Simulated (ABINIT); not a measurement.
# Ni (Fm-3m) in ABINIT: single point with PBEsol

Aim: the single point of Ni with PBEsol.

All numbers are computed with ABINIT 10.8.3 (patched build); they aren't measurements. Logs are shortened: lines on timing, memory, paths and dates and some standing lists are left out, and cuts for length are marked. The log counts tension as positive stress, the text compression.

### Step 1. The crystal as given

Symmetry: Fm-3m, No. 225, cubic system. Conventional cell: a = 3.475 Å, b = 3.475 Å, c = 3.475 Å, α = 90.00°, β = 90.00°, γ = 90.00°. Around Ni (site symmetry m-3m) lie 12 Ni at 2.46 Å.

### Step 2. Single point, PBEsol, collinear spin, ferromagnetic start

run.abi reads:

```
pp_dirpath "./"
pseudos "Ni.upf"

acell 2.4572992075 2.4572992075 2.4572992075 Angstrom
rprim
     0.0000000000     0.7071067812     0.7071067812
     0.7071067812     0.0000000000     0.7071067812
     0.7071067812     0.7071067812     0.0000000000
ntypat 1
znucl 28
natom 1
typat 1
xred
     0.0000000000     0.0000000000     0.0000000000

ecut 49.0

kptopt 1
ngkpt 13 13 13
nshiftk 1
shiftk 0.0 0.0 0.0

ixc -116133

nband 14
occopt 3
tsmear 0.05 eV

nsppol 2
spinat
     0.0000000000     0.0000000000     2.5000000000

nstep 100
tolvrs 1.0e-10

iomode 3
prtwf 0
prtden 0
prteig 0
prtebands 0
enunit 2
```

Potentials or basis: PseudoDojo NC SR PBEsol v0.4.1 standard.

Started as:

```console
$ abinit run.abi > log 2>&1
```

run.abo:

```text
.Version 10.8.3 of ABINIT
 Symmetries : space group Fm -3 m (#225); Bravais cF (face-center cubic)
================================================================================
 Values of the parameters that define the memory need of the present run
     intxc =       0    ionmov =       0      iscf =       7    lmnmax =       6
     lnmax =       6     mgfft =      30  mpssoang =       3    mqgrid =    3001
     natom =       1  nloc_mem =       1    nspden =       2   nspinor =       1
    nsppol =       2      nsym =      48    n1xccc =    2501    ntypat =       1
    occopt =       3   xclevel =       2
       mpw =        1185          nfft =       27000          nkpt =          84
================================================================================
================================================================================

--------------------------------------------------------------------------------
------------- Echo of variables that govern the present computation ------------
--------------------------------------------------------------------------------
 -outvars: echo values of preprocessed input variables --------
            acell      4.6436225116E+00  4.6436225116E+00  4.6436225116E+00 Bohr
              amu      5.86900000E+01
             ecut      4.90000000E+01 Hartree
           enunit           2
                       outvar_i_n : Printing only first  50 k-points.
              ixc     -116133
                       outvar_i_n : Printing only first  50 k-points.
         kptrlatt       13    0    0      0   13    0      0    0   13
          kptrlen      6.03670927E+01
            natom           1
            nband          14
            ngfft          30      30      30
             nkpt          84
           nspden           2
           nsppol           2
            nstep         100
             nsym          48
           ntypat           1
                       prtocc : prtvol=0, do not print more k-points.
                       1.000000  1.000000  1.000000  1.000000  1.000000  1.000000
                       1.000000  1.000000  1.000000  0.000000  0.000000  0.000000
                       0.000000  0.000000
                       1.000000  1.000000  1.000000  1.000000  1.000000  1.000000
                       1.000000  1.000000  1.000000  0.000000  0.000000  0.000000
                       0.000000  0.000000
                       1.000000  1.000000  1.000000  1.000000  1.000000  1.000000
                       1.000000  1.000000  1.000000  0.000000  0.000000  0.000000
                       0.000000  0.000000
                       1.000000  1.000000  1.000000  1.000000  1.000000  1.000000
                       1.000000  1.000000  1.000000  0.000000  0.000000  0.000000
                       0.000000  0.000000
                       1.000000  1.000000  1.000000  1.000000  1.000000  1.000000
                       1.000000  1.000000  1.000000  0.000000  0.000000  0.000000
                       0.000000  0.000000
                       1.000000  1.000000  1.000000  1.000000  1.000000  1.000000
                       1.000000  1.000000  1.000000  0.000000  0.000000  0.000000
[... 118 lines left out ...]
                       1.000000  1.000000  1.000000  1.000000  1.000000  1.000000
                       1.000000  1.000000  1.000000  0.000000  0.000000  0.000000
                       0.000000  0.000000
                       1.000000  1.000000  1.000000  1.000000  1.000000  1.000000
                       1.000000  1.000000  1.000000  0.000000  0.000000  0.000000
                       0.000000  0.000000
                       1.000000  1.000000  1.000000  1.000000  1.000000  1.000000
                       1.000000  1.000000  1.000000  0.000000  0.000000  0.000000
                       0.000000  0.000000
                       1.000000  1.000000  1.000000  1.000000  1.000000  1.000000
                       1.000000  1.000000  1.000000  0.000000  0.000000  0.000000
                       0.000000  0.000000
                       1.000000  1.000000  1.000000  1.000000  1.000000  1.000000
                       1.000000  1.000000  1.000000  0.000000  0.000000  0.000000
                       0.000000  0.000000
                       prtocc : prtvol=0, do not print more k-points.
           occopt           3
           prtden           0
        prtebands           0
           prteig           0
            prtwf           0
            rprim      0.0000000000E+00  7.0710678120E-01  7.0710678120E-01
                       7.0710678120E-01  0.0000000000E+00  7.0710678120E-01
                       7.0710678120E-01  7.0710678120E-01  0.0000000000E+00
          spgroup         225
           spinat      0.0000000000E+00  0.0000000000E+00  2.5000000000E+00
           tolvrs      1.00000000E-10
           tsmear      1.83746611E-03 Hartree
            typat      1
                       outvars : Printing only first  50 k-points.
            znucl       28.00000

[... 61 lines left out ...]
iteration_state: {dtset: 1, }
comment   : Summary of ground state results
lattice_vectors:
- [  0.0000000,   3.2835370,   3.2835370, ]
- [  3.2835370,   0.0000000,   3.2835370, ]
- [  3.2835370,   3.2835370,   0.0000000, ]
lattice_lengths: [   4.64362,    4.64362,    4.64362, ]
lattice_angles: [ 60.000,  60.000,  60.000, ] # degrees, (23, 13, 12)
lattice_volume:   7.0803663E+01
convergence: {deltae:  1.734E-12, res2:  4.125E-11, residm:  5.147E-07, diffor: null, }
etotal    :  -1.67651429E+02
entropy   :   0.00000000E+00
fermie    :   4.31924896E-01
cartesian_stress_tensor: # hartree/bohr^3
- [  8.27789768E-05,   0.00000000E+00,   0.00000000E+00, ]
- [  0.00000000E+00,   8.27789768E-05,   0.00000000E+00, ]
- [  0.00000000E+00,   0.00000000E+00,   8.27789768E-05, ]
pressure_GPa:  -2.4354E+00
xred      :
- [  0.0000E+00,   0.0000E+00,   0.0000E+00, Ni]
cartesian_forces: # hartree/bohr
- [ -0.00000000E+00,  -0.00000000E+00,  -0.00000000E+00, ]
force_length_stats: {min:   0.00000000E+00, max:   0.00000000E+00, mean:   0.00000000E+00, }
...

 Integrated electronic and magnetization densities in atomic spheres:
 ------------------------------------------------------------------------------------------------------------
 Radius=ratsph(iatom), smearing ratsm=  0.0000. Diff(up-dn)=approximate z local magnetic moment.
    Atom    Radius    up_density   dn_density  Total(up+dn)  Diff(up-dn)
    1 Ni   2.00000     8.516275     7.844646     16.360921     0.671629
 ------------------------------------------------------------------------------------------------------------
  Sum:                 8.516275     7.844646     16.360921     0.671629
 Total magnetization (from the atomic spheres):                0.671629
 Total magnetization (exact up - dn):                          0.631323

================================================================================

 ----iterations are completed or convergence reached----

 Mean square residual over all n,k,spin=   74.454E-11; max=  51.472E-08
 reduced coordinates (array xred) for    1 atoms
       0.000000000000      0.000000000000      0.000000000000
 rms dE/dt=  0.0000E+00; max dE/dt=  0.0000E+00; dE/dt below (all hartree)
    1       0.000000000000      0.000000000000      0.000000000000

 cartesian coordinates (angstrom) at end:
    1      0.00000000000000     0.00000000000000     0.00000000000000

 cartesian forces (hartree/bohr) at end:
    1     -0.00000000000000    -0.00000000000000    -0.00000000000000
 frms,max,avg= 0.0000000E+00 0.0000000E+00   0.000E+00  0.000E+00  0.000E+00 h/b

 cartesian forces (eV/Angstrom) at end:
    1     -0.00000000000000    -0.00000000000000    -0.00000000000000
 frms,max,avg= 0.0000000E+00 0.0000000E+00   0.000E+00  0.000E+00  0.000E+00 e/A
 length scales=  4.643622511585  4.643622511585  4.643622511585 bohr
              =  2.457299207500  2.457299207500  2.457299207500 angstroms
 Fermi (or HOMO) energy (hartree) =   0.43192   Average Vxc (hartree)=  -0.52865
 Magnetization (Bohr magneton)=  6.31323376E-01
 Total spin up =  9.31566169E+00   Total spin down =  8.68433831E+00
 Eigenvalues (hartree) for nkpt=  84  k points, SPIN UP:
 kpt#   1, nband= 14, wtk=  0.00046, kpt=  0.0000  0.0000  0.0000 (reduced coord)
  -3.36874   -1.91357   -1.91357   -1.91357    0.08637    0.33723    0.33723    0.33723
   0.38344    0.38344    1.30697    1.46044    1.46044    1.46044
      occupation numbers for kpt#   1
   1.00000    1.00000    1.00000    1.00000    1.00000    1.00000    1.00000    1.00000
   1.00000    1.00000    0.00000    0.00000    0.00000    0.00000
 prteigrs : prtvol=0 or 1, do not print more k-points.

 Eigenvalues (hartree) for nkpt=  84  k points, SPIN DOWN:
 kpt#   1, nband= 14, wtk=  0.00046, kpt=  0.0000  0.0000  0.0000 (reduced coord)
  -3.34232   -1.88514   -1.88514   -1.88514    0.08526    0.36502    0.36502    0.36502
   0.40727    0.40727    1.30281    1.46001    1.46001    1.46001
      occupation numbers for kpt#   1
   1.00000    1.00000    1.00000    1.00000    1.00000    1.00000    1.00000    1.00000
   1.00000    1.00000    0.00000    0.00000    0.00000    0.00000
 prteigrs : prtvol=0 or 1, do not print more k-points.

 Fermi (or HOMO) energy (eV) =  11.75328   Average Vxc (eV)= -14.38521
 Eigenvalues (   eV  ) for nkpt=  84  k points, SPIN UP:
 kpt#   1, nband= 14, wtk=  0.00046, kpt=  0.0000  0.0000  0.0000 (reduced coord)
 -91.66801  -52.07098  -52.07098  -52.07098    2.35038    9.17646    9.17646    9.17646
  10.43400   10.43400   35.56436   39.74067   39.74067   39.74067
 prteigrs : prtvol=0 or 1, do not print more k-points.

 Eigenvalues (   eV  ) for nkpt=  84  k points, SPIN DOWN:
 kpt#   1, nband= 14, wtk=  0.00046, kpt=  0.0000  0.0000  0.0000 (reduced coord)
 -90.94904  -51.29733  -51.29733  -51.29733    2.32014    9.93274    9.93274    9.93274
  11.08234   11.08234   35.45127   39.72884   39.72884   39.72884
 prteigrs : prtvol=0 or 1, do not print more k-points.

--- !EnergyTerms
iteration_state     : {dtset: 1, }
comment             : Components of total free energy in Hartree
kinetic             :  7.88520824225302E+01
hartree             :  4.56615797830445E+01
xc                  : -2.12310690105136E+01
Ewald energy        : -1.13101765475609E+02
psp_core            :  4.97562275360800E+00
local_psp           : -1.36276067949045E+02
non_local_psp       : -2.65313320137127E+01
internal            : -1.67650949489698E+02
'-kT*entropy'       : -4.79425704904753E-04
total_energy        : -1.67651428915403E+02
total_energy_eV     : -4.56202778690765E+03
band_energy         : -1.47128719238600E+01
...

 Cartesian components of stress tensor (hartree/bohr^3)
  sigma(1 1)=  8.27789768E-05  sigma(3 2)=  0.00000000E+00
  sigma(2 2)=  8.27789768E-05  sigma(3 1)=  0.00000000E+00
  sigma(3 3)=  8.27789768E-05  sigma(2 1)=  0.00000000E+00

-Cartesian components of stress tensor (GPa)         [Pressure= -2.4354E+00 GPa]
- sigma(1 1)=  2.43544158E+00  sigma(3 2)=  0.00000000E+00
- sigma(2 2)=  2.43544158E+00  sigma(3 1)=  0.00000000E+00
- sigma(3 3)=  2.43544158E+00  sigma(2 1)=  0.00000000E+00

== END DATASET(S) ==============================================================
================================================================================

 -outvars: echo values of variables after computation  --------
            acell      4.6436225116E+00  4.6436225116E+00  4.6436225116E+00 Bohr
           etotal     -1.6765142892E+02
            fcart     -0.0000000000E+00 -0.0000000000E+00 -0.0000000000E+00
            rprim      0.0000000000E+00  7.0710678120E-01  7.0710678120E-01
                       7.0710678120E-01  0.0000000000E+00  7.0710678120E-01
                       7.0710678120E-01  7.0710678120E-01  0.0000000000E+00
           strten      8.2778976832E-05  8.2778976832E-05  8.2778976832E-05
                       0.0000000000E+00  0.0000000000E+00  0.0000000000E+00
 Calculation completed.
```

Wall time 46 s (1 thread of Intel Xeon 6975P-C (Granite Rapids), shared host); peak memory 0.1 GiB.

Results:

```yaml
Free_energy: -4562.0278 eV
Pressure: -2.4 GPa
Band_gap_on_the_k_mesh: none (metal or under the smearing width)
Net_moment: 0.63 μB per cell
Site_moments: Ni +0.67 μB
Valence_electrons_inside_the_program's_atomic_spheres: Ni 16.36 (radii [1.0584] Å)
```

### Step 3. For comparison

An earlier run on the cell as given: functional PBEsol; potentials or basis PseudoDojo NC SR PBEsol v0.4.1 standard; cutoff 1333 eV; k mesh 13 × 13 × 13; occupations fermi-dirac, width 0.05 eV; collinear spin, ferromagnetic start; starting moments [1.0] μB.

- Pressure: -2.4 GPa
- Band gap on the k mesh: none (metal or under the smearing width)
- Net moment: 0.63 μB per cell
- Site moments: Ni +0.67 μB
- Valence electrons inside the program's atomic spheres: Ni 16.36 (radii [1.0584] Å)
